**Question**

The table follows the bands of a single HfS₂ sheet from Γ (row 1) through M (row 8) and K (row 15) back to Γ (row 22). Levels b1, b2, b3 are the highest filled ones, counted downwards; a1 and a2 are the lowest empty ones, counted upwards. Energies are counted from the middle of the gap.

Bands of a free HfS₂ sheet, computed with Ansatz 0.2.0 using PBE (scalar-relativistic, PAW, no spin polarization), a plane-wave cutoff of 420 eV, a 12×12×1 k mesh and Gaussian smearing of 0.02 eV. The Fermi level is placed at mid-gap; band distance is the length along the k path, with the factor 2π included.

| row | band distance (1/Å) | level b3 from the Fermi level (eV) | level b2 from the Fermi level (eV) | level b1 from the Fermi level (eV) | level a1 from the Fermi level (eV) | level a2 from the Fermi level (eV) |
| --- | --- | --- | --- | --- | --- | --- |
| 1 | 0.000 | -1.483 | -0.652 | -0.652 | 1.421 | 1.421 |
| 2 | 0.142 | -1.358 | -1.033 | -0.801 | 1.452 | 1.607 |
| 3 | 0.284 | -1.840 | -1.145 | -1.114 | 1.361 | 2.023 |
| 4 | 0.426 | -2.670 | -1.416 | -1.088 | 1.156 | 2.472 |
| 5 | 0.568 | -2.978 | -1.617 | -1.273 | 0.940 | 2.855 |
| 6 | 0.710 | -2.978 | -1.698 | -1.599 | 0.779 | 3.151 |
| 7 | 0.852 | -2.879 | -1.844 | -1.705 | 0.684 | 3.357 |
| 8 | 0.994 | -2.881 | -1.898 | -1.700 | 0.652 | 3.435 |
| 9 | 1.075 | -2.876 | -1.900 | -1.818 | 0.754 | 3.411 |
| 10 | 1.157 | -2.868 | -2.106 | -1.913 | 1.004 | 3.354 |
| 11 | 1.239 | -2.878 | -2.411 | -1.951 | 1.312 | 3.257 |
| 12 | 1.321 | -2.789 | -2.536 | -2.024 | 1.621 | 3.104 |
| 13 | 1.403 | -2.686 | -2.521 | -2.136 | 1.893 | 2.963 |
| 14 | 1.485 | -2.569 | -2.483 | -2.274 | 2.078 | 2.900 |
| 15 | 1.567 | -2.463 | -2.463 | -2.395 | 2.133 | 2.971 |
| 16 | 1.731 | -2.674 | -2.547 | -2.101 | 2.066 | 2.686 |
| 17 | 1.895 | -2.787 | -2.686 | -1.720 | 1.959 | 2.390 |
| 18 | 2.059 | -2.807 | -2.404 | -1.343 | 1.817 | 2.127 |
| 19 | 2.223 | -2.640 | -1.919 | -1.092 | 1.741 | 1.923 |
| 20 | 2.386 | -2.012 | -1.354 | -1.095 | 1.709 | 1.728 |
| 21 | 2.550 | -1.324 | -1.131 | -0.859 | 1.517 | 1.592 |
| 22 | 2.714 | -1.483 | -0.652 | -0.652 | 1.421 | 1.421 |

The same calculation puts the third empty level at 2.163 eV at Γ, 3.484 eV at M and 2.971 eV at K.

(a) Between which points does the gap open, and why there?
(b) Row 8 gives a2 at M. How closely can a simple model recover it from the three empty levels at Γ and K and from a1 at M?
(c) Account for the small rise of a1 in row 2 and the shoulder of b1 in rows 3 and 4.

**Model answer**

(a) The highest filled level lies at Γ and the lowest empty one at M, so the gap is indirect, 1.30 eV. The filled levels near the gap are mainly sulphur 3p and the empty ones mainly hafnium 5d, as is well established for this compound. The two edges therefore follow different rules.

At Γ an orbital has the same sign in every cell. For sulphur p orbitals lying in the sheet, the positive lobe of one then points at the negative lobe of the next. This is antibonding and raises the level. Away from Γ the signs no longer agree everywhere and part of the strain is relieved. This probably helps the top filled levels to sink, and at M b1 is 1.05 eV lower than at Γ.

The empty levels come from three d orbitals. Each points two of its four lobes along one of the three directions in which hafnium atoms form rows. Theory expects equal signs to lower the energy along an orbital's own row, where lobes meet head on, and opposite signs to lower it, more weakly, between neighbouring rows. At Γ all signs are equal, so the second wish is refused. At M the signs are equal within one set of rows and alternate from row to row, which grants both wishes to one orbital of the three. That orbital forms the valley.

(b) Let $E_0$ be the energy of a d orbital without coupling, $t$ its coupling to each of the two neighbours in its own row, and $s$ that to each of the four others. Coupling between different d orbitals is neglected. Adding the neighbours with their signs (at K each counts as $-\tfrac12$) gives

- Γ, mean of the three levels: $E_0+2t+4s=1.668$ eV
- K, mean of the three levels: $E_0-t-2s=2.692$ eV
- M, lowest level: $E_0+2t-4s=0.652$ eV

Hence $s=(1.668-0.652)/8=0.127$ eV and $E_0=(1.668+2\times2.692)/3=2.351$ eV. The first line then gives $t=-0.595$ eV. Both signs are as argued in (a).

For the other two orbitals at M, the neighbours in their own rows have opposite sign, while the remaining four cancel in pairs. Their energy is $E_0-2t=3.54$ eV. The calculation has 3.435 eV for a2 and 3.484 eV for the third level, neither of which was used to fix the constants. The estimate is about 0.1 eV too high.

This tests less than it seems to. With nearest neighbours only, the means at Γ and K fix the mean at M, whatever way the orbitals point. Once a1 is given, the mean of the upper two levels follows. That these two lie so close together fits two equivalent orbitals that hardly mix at M. Symmetry does not forbid their mixing there, though, so contributions from different rows must nearly cancel, which the model does not explain.

(c) The three d orbitals do mix, and at Γ this splits them into a doublet and a higher single level. The doublet, which is a1 and a2, thus lies 0.25 eV below the mean that the model gives. Within these three orbitals, the member of the doublet that becomes a1 on the way to M is two thirds valley orbital and one third the other two. In row 2 the model lowers the valley orbital from 1.668 to 1.618 eV and raises the others to 1.761 eV. With those weights the two changes almost cancel, so the gain of the valley is not yet felt. The mixing itself changes along the path: at K the single level lies 0.84 eV below the doublet, the reverse of the order at Γ. As the mixing weakens on leaving Γ, this level is pushed down less, and a small rise of a1 is expected before the valley takes over.

Sulphur may add to this. On the first stretch towards M the mean of the three levels, which mixing among them cannot change, rises more than twice as much as in the model. At Γ, symmetry keeps the d orbitals from mixing with p combinations in which both sulphur atoms of a cell carry the same sign, and the top filled doublet is probably of this kind. Off Γ the ban is lifted, and the filled and empty levels push each other apart. Coupling to more distant hafnium atoms could also raise the mean, and the shares were not separated.

The shoulder of b1 probably has another origin. Level b3 rises at first on leaving Γ, while the top doublet splits and falls. Where a rising band meets a falling one, the highest filled level changes from one to the other and its descent halts. A second exchange probably occurs between rows 6 and 7, where b1 flattens again.

**Remarks on the reasoning**

It is tempting to say that the d levels sink towards M. Their mean in fact rises, from 1.67 eV at Γ to 2.52 eV. The valley exists because the three levels spread apart, and a band with the average of the fitted couplings, equal in all directions, would have its minimum at Γ.

A deep valley also does not make the vertical gap small. From Γ to M the filled edge falls further than the empty one, so the smallest vertical gap, 2.07 eV, stays at Γ. PBE makes such gaps too small, and spin–orbit coupling, left out here, would split the doublet at the valence top.

With cosines for the signs between the special points, the model misses a1 by 0.12 eV (root mean square over the 18 rows away from Γ, M and K). It fails worst at K, where it puts a1 0.56 eV too high because mixing is neglected.

The argument needs empty d-derived bands and sulphur octahedra, so a ZrS₂ sheet should follow it. In the usual MoS₂ sheet the metal sits in a prism and keeps two d electrons. Both edges are then mainly d levels, and the contest between p and d rules no longer decides the gap.
